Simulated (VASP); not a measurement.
The system is AlAs.

```
Al As
1.0
     0.00000    2.84090    2.84090
     2.84090    0.00000    2.84090
     2.84090    2.84090    0.00000
Al As
1 1
Direct
  0.00000 0.00000 0.00000
  0.25000 0.25000 0.25000
```

The cell was built by a generator and needn't be a form met in nature.

Base run:

```yaml
Program: VASP 6.6.1
Functional: TB-mBJ
Potentials_or_basis: VASP PAW PBE potentials, release 64 (Al, As)
Cutoff: 520 eV
k_mesh: 10 × 10 × 10
Occupations: gaussian, width 0.03 eV
Spin: no spin polarisation
```

Its results: band gap on the k mesh 2.18 eV, indirect (least direct gap 2.87 eV).

Q: The run is repeated on the same cell with these changes: functional from TB-mBJ to LDA; potentials or basis from VASP PAW PBE potentials, release 64 (Al, As) to VASP PAW LDA potentials, release 64 (Al, As). What comes out?

A: Band gap on the k mesh 1.36 eV, indirect (least direct gap 1.80 eV).
